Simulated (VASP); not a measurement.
GaSb: relaxation of cell and atoms with PBE

The system is GaSb.

```
Ga Sb
1.0
     0.00000    3.12210    3.12210
     3.12210    0.00000    3.12210
     3.12210    3.12210    0.00000
Ga Sb
1 1
Direct
  0.00000 0.00000 0.00000
  0.25000 0.25000 0.25000
```

* Program: VASP 6.6.1
* Task: relaxation of cell and atoms
* Functional: PBE
* Potentials or basis: VASP PAW PBE potentials, release 64 (Ga_d, Sb)
* Cutoff: 520 eV
* k mesh: 10 × 10 × 10
* Occupations: gaussian, width 0.02 eV
* Spin: no spin polarisation
* Further INCAR settings: ALGO = Normal; EDIFF = 1e-07; IBRION = 2; EDIFFG = -0.15; NSW = 80; ISIF = 3

The pressure after relaxing is -0.6 GPa and the band gap on the k mesh is none (metal or under the smearing width).

Final structure:
```
Ga Sb
1.0
     0.00000    3.12210    3.12210
     3.12210    0.00000    3.12210
     3.12210    3.12210    0.00000
Ga Sb
1 1
Direct
  0.00000 0.00000 0.00000
  0.25000 0.25000 0.25000
```

Levels at points of the mesh, in eV from the Fermi level:
| k point | band 7 | band 8 | band 9 | band 10 | band 11 | band 12 |
| --- | --- | --- | --- | --- | --- | --- |
| (0.00, 0.00, 0.00) | -0.39 | -0.01 | -0.01 | -0.01 | 2.78 | 2.78 |
| (0.50, 0.00, 0.00) | -6.08 | -1.07 | -1.07 | 0.28 | 3.74 | 3.74 |
| (0.50, 0.50, 0.00) | -6.55 | -2.37 | -2.37 | 0.96 | 1.36 | 8.28 |

It took 39 s on 1 thread of Intel(R) Xeon(R) Platinum 8488C (Sapphire Rapids), with other jobs on the host, peak memory 0.22 GiB.

Caveat: the relaxation stopped at its first step, so nothing moved; this crystal is a semiconductor, whose small gap the functional closes, so the metal is an error of the method. The run has no spin-orbit coupling, so splittings on Sb are missing.
